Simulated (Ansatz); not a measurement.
Crystal: Sb.

```xyz
4
Lattice="-4.0300 4.0300 2.0255 4.0300 -4.0300 2.0255 4.0300 4.0300 -2.0255" Properties=species:S:1:pos:R:3 pbc="T T T"
Sb    1.2192    5.2492    0.0000
Sb    2.8108    1.2192    0.0000
Sb    2.8108   -1.2192    2.0255
Sb    1.2192    2.8108    2.0255
```

This isn't the form of Sb at room conditions, which is rhombohedral.

Base run:

- Program: Ansatz 0.2.0
- Functional: r2SCAN
- Potentials or basis: Ansatz PAW
- Cutoff: 500 eV (not typed: the program's choice for these potentials)
- k mesh: 7 × 7 × 7
- Occupations: fermi-dirac, width 0.05 eV
- Spin: no spin polarisation

Its results: band gap on the k mesh none (metal or under the smearing width); pressure 0.7 GPa; largest force 0.070 eV/Å.

Q: The run is repeated on the same cell with these changes: functional from r2SCAN to LDA; cutoff from 500 eV (not typed: the program's choice for these potentials) to 420 eV (not typed: the program's choice for these potentials). What comes out?

A: Band gap on the k mesh none (metal or under the smearing width); pressure -1.8 GPa; largest force 0.042 eV/Å.

Caveats: spin-orbit coupling is left out, which moves the levels of the heavy elements; the PAW data sets come from PBE, with cores solved anew for the run's functional, which leaves a small shift of forces and pressure.
